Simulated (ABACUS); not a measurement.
# Se (P3_121) in ABACUS: equation of state

Aim: energy against volume of Se in PBEsol, for its equilibrium volume and stiffness.

Everything below comes from runs of ABACUS 3.10.1. Logs are shortened: lines on timing, memory, paths and dates and some standing lists are left out, and cuts for length are marked.

**1. The structure**

The structure is trigonal, space group P3_121 (No. 152). Conventional cell: a = 4.366 Å, b = 4.366 Å, c = 4.954 Å, α = 90.00°, β = 90.00°, γ = 120.00°. Se (site symmetry 2) has 2 Se at 2.37 Å as nearest neighbours.

**2. Equation of state, PBEsol, 25.63 Å³/atom (volume scaled by 0.94)**

INPUT

```
INPUT_PARAMETERS
suffix              Se
calculation         scf
basis_type          pw
pseudo_dir          ./
symmetry            1
dft_functional      pbesol
ecutwfc             87
pseudo_rcut         7
nspin               1
nbands              29
ks_solver           dav
smearing_method     fd
smearing_sigma      0.00367493
scf_thr             1e-08
scf_nmax            100
mixing_type         broyden
mixing_beta         0.7
cal_force           1
cal_stress          1
kpar                4
```

STRU

```
ATOMIC_SPECIES
Se 78.9710 Se.upf

LATTICE_CONSTANT
1.8897261246

LATTICE_VECTORS
4.2770688679 0.0000000000 0.0000000000
-2.1385344339 3.7040502933 0.0000000000
0.0000000000 0.0000000000 4.8524777481

ATOMIC_POSITIONS
Direct

Se
0.0
3
0.7746000000 0.7746000000 0.0000000000 1 1 1
0.0000000000 0.2254000000 0.6666666667 1 1 1
0.2254000000 0.0000000000 0.3333333333 1 1 1
```

KPT

```
K_POINTS
0
Gamma
7 7 6 0 0 0
```

Potentials or basis: PseudoDojo NC SR 0.4.1 PBEsol standard, plane waves.

Launch:

```console
OMP_NUM_THREADS=1 mpirun -np 4 abacus > log
```

running log:

```text
ABACUS v3.10.1

               Atomic-orbital Based Ab-initio Computation at UStc

 ------------------------------------------------------------------------------------

 READING GENERAL INFORMATION
                           global_out_dir = OUT.Se/
                           global_in_card = INPUT
                               pseudo_dir = ./
                              orbital_dir =
                                    DSIZE = 4
                                    GSIZE = 1

 READING UNITCELL INFORMATION
                                    ntype = 1
                  lattice constant (Bohr) = 1.88973
              lattice constant (Angstrom) = 1

 READING ATOM TYPE 1
                               atom label = Se
                      L=0, number of zeta = 1
                      L=1, number of zeta = 1
                      L=2, number of zeta = 1
             number of atom for this type = 3

                        TOTAL ATOM NUMBER = 3
DIRECT COORDINATES
    atom                   x                   y                   z     mag                  vx                  vy                  vz
taud_Se1            0.7746000000        0.7746000000        0.0000000000  0.0000        0.0000000000        0.0000000000        0.0000000000
taud_Se2            0.0000000000        0.2254000000        0.6666666667  0.0000        0.0000000000        0.0000000000        0.0000000000
taud_Se3            0.2254000000        0.0000000000        0.3333333333  0.0000        0.0000000000        0.0000000000        0.0000000000

                          Volume (Bohr^3) = 518.78
                             Volume (A^3) = 76.8752

 Lattice vectors: (Cartesian coordinate: in unit of a_0)
             +4.27707                  +0                  +0
             -2.13853            +3.70405                  +0
                   +0                  +0            +4.85248
 Reciprocal vectors: (Cartesian coordinate: in unit of 2 pi/a_0)
            +0.233805           +0.134987                  -0
                   -0           +0.269975                  -0
                   +0                  -0            +0.20608
 The esolver type has been set to : ksdft_pw

                PAO radial cut off (Bohr) = 7

 Read in pseudopotential file is Se.upf
                     pseudopotential type = NC
          exchange-correlation functional = PBESOL
                 nonlocal core correction = 1
                        valence electrons = 16
                                     lmax = 2
                           number of zeta = 3
                     number of projectors = 6
                           L of projector = 0
                           L of projector = 0
                           L of projector = 1
                           L of projector = 1
                           L of projector = 2
                           L of projector = 2
     initial pseudo atomic orbital number = 27

 SETUP THE ELECTRONS NUMBER
            electron number of element Se = 16
      total electron number of element Se = 48
            AUTOSET number of electrons:  = 48
                           occupied bands = 24
                                   NBANDS = 29
                                   NLOCAL = 27

%%%%%%%%%%%%%%%%%%%%%%%%%%%%%%%%%%%%%%%%%%%%%%%%%%%%%%%%%%%%%%%%%%%%%%%%%%%%%%%%%%%%%%%%%%%%%%%%%%%%%%%%%%
 Warning: the number of valence electrons in pseudopotential > 6 for Se: [Ar] 3d10 4s2 4p4
 Pseudopotentials with additional electrons can yield (more) accurate outcomes, but may be less efficient.
 If you're confident that your chosen pseudopotential is appropriate, you can safely ignore this warning.
%%%%%%%%%%%%%%%%%%%%%%%%%%%%%%%%%%%%%%%%%%%%%%%%%%%%%%%%%%%%%%%%%%%%%%%%%%%%%%%%%%%%%%%%%%%%%%%%%%%%%%%%%%

 SETUP THE PLANE WAVE BASIS
 energy cutoff for charge/potential (unit:Ry) = 348
            fft grid for charge/potential = [ 48, 48, 60 ]
                        fft grid division = [ 1, 1, 1 ]
        big fft grid for charge/potential = [ 48, 48, 60 ]
                                     nbxx = 138240
                                     nrxx = 138240

 SETUP PLANE WAVES FOR CHARGE/POTENTIAL
                    number of plane waves = 56833
                         number of sticks = 1555

 PARALLEL PW FOR CHARGE/POTENTIAL
     PROC   COLUMNS(POT)             PW
        1           1555          56833
 --------------- sum -------------------
        1           1555          56833
                            number of |g| = 2520
                                  max |g| = 31.4714
                                  min |g| = 0

[... 41 lines left out ...]
                                       S6 = 0
                              POINT GROUP = C_2
                                       C2 = 3
                                       C3 = 2
                                       C4 = 0
                                       C6 = 0
                                       S1 = 0
                                       S3 = 0
                                       S4 = 0
                                       S6 = 0
               POINT GROUP IN SPACE GROUP = D_3

 SETUP K-POINTS
                                    nspin = 1
                   Input type of k points = Monkhorst-Pack(Gamma)
                                   nkstot = 294
                       right hand lattice = 1
(for reciprocal lattice: )
                             BRAVAIS TYPE = 4
                     BRAVAIS LATTICE NAME = 04. Hexagonal cell
                                    ibrav = 4
                       right hand lattice = 1
(for k-lattice: )
                             BRAVAIS TYPE = 4
                     BRAVAIS LATTICE NAME = 04. Hexagonal cell
                                    ibrav = 4
                       right hand lattice = 1
                        ROTATION MATRICES = 24
                               nkstot_ibz = 40
K-POINTS REDUCTION ACCORDING TO SYMMETRY
     IBZ    DIRECT_X    DIRECT_Y    DIRECT_Z  WEIGHT  ibz2bz
       1  0.00000000  0.00000000  0.00000000  0.0034       0
       2 -0.14285714  0.14285714  0.00000000  0.0204       1
       3 -0.28571429  0.28571429  0.00000000  0.0204       2
       4 -0.42857143  0.42857143  0.00000000  0.0204       3
       5 -0.14285714  0.28571429  0.00000000  0.0204       8
       6 -0.28571429  0.42857143  0.00000000  0.0408       9
[... 22 lines left out ...]
      29 -0.28571429  0.42857143  0.33333333  0.0408     107
      30  0.42857143  0.42857143  0.33333333  0.0408     108
[... 10 further k points ...]

                               nkstot now = 40
[... K-POINTS DIRECT COORDINATES: 40 rows ...]

           k-point number in this process = 10
       minimum distributed K point number = 10
[... stars of the k points ...]

[... K-POINTS CARTESIAN COORDINATES: 10 rows ...]

[... K-POINTS DIRECT COORDINATES: 10 rows ...]

 SETUP PLANE WAVES FOR WAVE FUNCTIONS
     energy cutoff for wavefunc (unit:Ry) = 87
              fft grid for wave functions = [ 48, 48, 60 ]
                    number of plane waves = 8759
                         number of sticks = 439

 PARALLEL PW FOR WAVE FUNCTIONS
     PROC   COLUMNS(POT)             PW
        1            439           8759
 --------------- sum -------------------
        1            439           8759

 SETUP NONLOCAL PSEUDOPOTENTIALS IN PLANE WAVE BASIS
 Se non-local projectors:
 projector 1 L=0
 projector 2 L=0
 projector 3 L=1
 projector 4 L=1
 projector 5 L=2
 projector 6 L=2
      TOTAL NUMBER OF NONLOCAL PROJECTORS = 54

 Init Non-Local PseudoPotential table :
 Init Non-Local-Pseudopotential done.

                                     npwx = 7130

 Make real space PAO into reciprocal space.
       max mesh points in Pseudopotential = 701
     dq(describe PAO in reciprocal space) = 0.01
                                    max q = 1124

 number of pseudo atomic orbitals for Se is 3
WARNING: norm of atomic wavefunction # 2 of atomic type Se is 0.999994, renormalized
WARNING: norm of atomic wavefunction # 3 of atomic type Se is 0.999458, renormalized

 -------------------------------------------
 SELF-CONSISTENT
 -------------------------------------------
                                 init_chg = atomic

 PW ALGORITHM --------------- ION=   1  ELEC=   1--------------------------------

 Notice: Threshold on eigenvalues was too large.
 hsover_error=0.48 > DRHO=0.0280087
 Origin diag ethr = 0.01
 New diag ethr = 5.83514e-05

 Density error is 0.028240345218
                          Error Threshold = 5.83514341619e-05
----------------------------------------------------------
     Energy           Rydberg                 eV
----------------------------------------------------------
 E_KohnSham     -726.6424744986      -9886.4780620011
 E_Harris       -726.8517367062      -9889.3252204002
 E_Fermi        0.6426667463         8.7439296649
----------------------------------------------------------
[... 51 lines left out ...]
 Density error is 7.42599344329e-09
                          Error Threshold = 1.79081160937e-10
----------------------------------------------------------
     Energy           Rydberg                 eV
----------------------------------------------------------
 E_KohnSham     -726.6451238082      -9886.5141077066
 E_KS(sigma->0) -726.6451237780      -9886.5141072966
 E_Harris       -726.6446065165      -9886.5070695919
 E_band         -86.2372886322       -1173.3185054686
 E_one_elec     -433.4620648790      -5897.5539492001
 E_Hartree      224.3731404043       3052.7531876530
 E_xc           -143.7871344018      -1956.3243269566
 E_Ewald        -373.7690648714      -5085.3890183828
 E_entropy(-TS) -0.0000000603        -0.0000008201
 E_descf        0.0000000000         0.0000000000
 E_exx          0.0000000000         0.0000000000
 E_Fermi        0.6465930505         8.7973497743
----------------------------------------------------------

 charge density convergence is achieved
 final etot is -9886.5141077 eV
 EFERMI = 8.7973497743 eV

 STATE ENERGY(eV) AND OCCUPATIONS    NSPIN == 1
 1/10 kpoint (Cartesian) = 0.0000 0.0000 0.0000 (7089 pws)
       1       -40.2938     0.00680272
       2       -40.2938     0.00680272
       3       -40.2481     0.00680272
       4       -40.2402     0.00680272
       5       -40.2402     0.00680272
       6       -40.1796     0.00680272
[... 176 lines left out ...]
      28        13.6398    7.08652e-44
      29        14.7028    4.14461e-53

[... levels at 4 further k points ...]

------------------------------------------------------------------------------------------
 TOTAL-FORCE (eV/Angstrom)
------------------------------------------------------------------------------------------
                       Se1        -0.5072248415        -0.8785391963         0.0000000000
                       Se2        -0.5072248415         0.8785391963         0.0000000000
                       Se3         1.0144496830         0.0000000000         0.0000000000
------------------------------------------------------------------------------------------

----------------------------------------------------------------
 TOTAL-STRESS (KBAR)
----------------------------------------------------------------
        29.0409703402        -0.0000000004         0.0000000000
        -0.0000000004        29.0409703408         0.0000000000
         0.0000000000         0.0000000000        68.9701786479
----------------------------------------------------------------
 TOTAL-PRESSURE: 42.350706 KBAR

 --------------------------------------------
 !FINAL_ETOT_IS -9886.5141077066200523 eV
 --------------------------------------------
```

Run time: 83 s. Hardware: 4 MPI ranks of Intel Xeon at 2.50GHz (Skylake/Cascade Lake), shared host; peak memory 0.72 GiB.

Results:

```yaml
Free_energy: -9886.5141 eV
Pressure: 4.2 GPa
Largest_force: 1.014 eV/Å
Band_gap_on_the_k_mesh: 1.06 eV, indirect (least direct gap 1.51 eV)
```

Caveat: an odd mesh through Γ misses points on the zone boundary, where band edges often lie; forces of over 1 eV/Å show positions far from the minimum, so gaps and moduli don't describe the material at rest.

**3. Equation of state, PBEsol, 26.17 Å³/atom (volume scaled by 0.96)**

INPUT is that of step 2.

Changes to STRU since step 2:

```diff
@@ -7,5 +7,5 @@
 LATTICE_VECTORS
-4.2770688679 0.0000000000 0.0000000000
--2.1385344339 3.7040502933 0.0000000000
-0.0000000000 0.0000000000 4.8524777481
+4.3071900636 0.0000000000 0.0000000000
+-2.1535950318 3.7301360140 0.0000000000
+0.0000000000 0.0000000000 4.8866512526
```

KPT is that of step 2.

Potentials or basis: PseudoDojo NC SR 0.4.1 PBEsol standard, plane waves.

Launch:

```console
OMP_NUM_THREADS=1 mpirun -np 4 abacus > log
```

Run time: 1.7 min. Hardware: 4 MPI ranks of Intel Xeon at 2.50GHz (Skylake/Cascade Lake), shared host; peak memory 0.72 GiB.

The run converged. Its results:

- Free energy: -9886.5496 eV
- Pressure: 2.7 GPa
- Largest force: 0.767 eV/Å
- Band gap on the k mesh: 1.09 eV, indirect (least direct gap 1.48 eV)

Caveat: an odd mesh through Γ misses points on the zone boundary, where band edges often lie.

**4. Equation of state, PBEsol, 26.72 Å³/atom (volume scaled by 0.98)**

INPUT is that of step 3.

Changes to STRU since step 3:

```diff
@@ -7,5 +7,5 @@
 LATTICE_VECTORS
-4.3071900636 0.0000000000 0.0000000000
--2.1535950318 3.7301360140 0.0000000000
-0.0000000000 0.0000000000 4.8866512526
+4.3368957613 0.0000000000 0.0000000000
+-2.1684478807 3.7558619029 0.0000000000
+0.0000000000 0.0000000000 4.9203533607
```

KPT is that of step 3.

Launch:

```console
OMP_NUM_THREADS=1 mpirun -np 4 abacus > log
```

Wall time 1.8 min (4 MPI ranks of Intel Xeon at 2.50GHz (Skylake/Cascade Lake), shared host); peak memory 0.72 GiB.

The run converged. Its results:

| Item | Value |
| --- | --- |
| Free energy | -9886.5707 eV |
| Pressure | 1.4 GPa |
| Largest force | 0.534 eV/Å |
| Band gap on the k mesh | 1.11 eV, indirect (least direct gap 1.46 eV) |

Caveat: an odd mesh through Γ misses points on the zone boundary, where band edges often lie.

**5. Equation of state, PBEsol, 27.26 Å³/atom**

INPUT is that of step 4.

Changes to STRU since step 4:

```diff
@@ -7,5 +7,5 @@
 LATTICE_VECTORS
-4.3368957613 0.0000000000 0.0000000000
--2.1684478807 3.7558619029 0.0000000000
-0.0000000000 0.0000000000 4.9203533607
+4.3662000000 0.0000000000 0.0000000000
+-2.1831000000 3.7812401180 0.0000000000
+0.0000000000 0.0000000000 4.9536000000
```

KPT is that of step 4.

Launch:

```console
OMP_NUM_THREADS=1 mpirun -np 4 abacus > log
```

Wall time 1.8 min (4 MPI ranks of Intel Xeon at 2.50GHz (Skylake/Cascade Lake), shared host); peak memory 0.72 GiB.

The run converged. Its results:

| Property | Result |
| --- | --- |
| Free energy | -9886.5788 eV |
| Pressure | 0.2 GPa |
| Largest force | 0.318 eV/Å |
| Band gap on the k mesh | 1.13 eV, indirect (least direct gap 1.43 eV) |

Caveat: an odd mesh through Γ misses points on the zone boundary, where band edges often lie.

**6. Equation of state, PBEsol, 27.81 Å³/atom (volume scaled by 1.02)**

INPUT is that of step 5.

Changes to STRU since step 5:

```diff
@@ -7,5 +7,5 @@
 LATTICE_VECTORS
-4.3662000000 0.0000000000 0.0000000000
--2.1831000000 3.7812401180 0.0000000000
-0.0000000000 0.0000000000 4.9536000000
+4.3951160745 0.0000000000 0.0000000000
+-2.1975580372 3.8062821731 0.0000000000
+0.0000000000 0.0000000000 4.9864062541
```

KPT is that of step 5.

Potentials or basis: PseudoDojo NC SR 0.4.1 PBEsol standard, plane waves.

Launch:

```console
OMP_NUM_THREADS=1 mpirun -np 4 abacus > log
```

Run time: 1.8 min. Hardware: 4 MPI ranks of Intel Xeon at 2.50GHz (Skylake/Cascade Lake), shared host; peak memory 0.76 GiB.

The run converged. Its results:

| Quantity | Value |
| --- | --- |
| Free energy | -9886.5752 eV |
| Pressure | -0.9 GPa |
| Largest force | 0.117 eV/Å |
| Band gap on the k mesh | 1.15 eV, indirect (least direct gap 1.41 eV) |

Caveat: an odd mesh through Γ misses points on the zone boundary, where band edges often lie.

**7. Equation of state, PBEsol, 28.35 Å³/atom (volume scaled by 1.04)**

INPUT is that of step 6.

Changes to STRU since step 6:

```diff
@@ -7,5 +7,5 @@
 LATTICE_VECTORS
-4.3951160745 0.0000000000 0.0000000000
--2.1975580372 3.8062821731 0.0000000000
-0.0000000000 0.0000000000 4.9864062541
+4.4236565890 0.0000000000 0.0000000000
+-2.2118282945 3.8309989837 0.0000000000
+0.0000000000 0.0000000000 5.0187864228
```

KPT is that of step 6.

Launch:

```console
OMP_NUM_THREADS=1 mpirun -np 4 abacus > log
```

Wall time 1.9 min (4 MPI ranks of Intel Xeon at 2.50GHz (Skylake/Cascade Lake), shared host); peak memory 0.76 GiB.

It converged, with:

| Item | Value |
| --- | --- |
| Free energy | -9886.5611 eV |
| Pressure | -1.9 GPa |
| Largest force | 0.071 eV/Å |
| Band gap on the k mesh | 1.13 eV, indirect (least direct gap 1.38 eV) |

Caveat: an odd mesh through Γ misses points on the zone boundary, where band edges often lie.

**8. Equation of state, PBEsol, 28.90 Å³/atom (volume scaled by 1.06)**

INPUT is that of step 7.

Changes to STRU since step 7:

```diff
@@ -7,5 +7,5 @@
 LATTICE_VECTORS
-4.4236565890 0.0000000000 0.0000000000
--2.2118282945 3.8309989837 0.0000000000
-0.0000000000 0.0000000000 5.0187864228
+4.4518335053 0.0000000000 0.0000000000
+-2.2259167526 3.8554009090 0.0000000000
+0.0000000000 0.0000000000 5.0507540772
```

KPT is that of step 7.

Launch:

```console
OMP_NUM_THREADS=1 mpirun -np 4 abacus > log
```

Run time: 1.9 min. Hardware: 4 MPI ranks of Intel Xeon at 2.50GHz (Skylake/Cascade Lake), shared host; peak memory 0.76 GiB.

Results (log left out):

| Quantity | Value |
| --- | --- |
| Free energy | -9886.5377 eV |
| Pressure | -2.7 GPa |
| Largest force | 0.246 eV/Å |
| Band gap on the k mesh | 1.11 eV, indirect (least direct gap 1.36 eV) |

Caveat: an odd mesh through Γ misses points on the zone boundary, where band edges often lie.

**9. Equation of state, PBEsol**

Potentials or basis: PseudoDojo NC SR 0.4.1 PBEsol standard, plane waves.

No new run: the results of the series are fitted here.

Results:

```
Equilibrium volume                        : 27.36 Å³/atom
Bulk modulus at fixed shape and positions : 56 GPa
Pressure derivative of the bulk modulus   : 4.4
```

Energy against volume, from the lowest point:
```
volume (Å³/atom)  energy (meV/atom)
          25.625              21.56
          26.170               9.71
          26.716               2.69
          27.261               0.00
          27.806               1.20
          28.351               5.88
          28.896              13.69
```

Caveat: the cell was scaled at fixed shape and fractional positions, which overstates the stiffness of a crystal with free parameters, most of all of layers and chains.
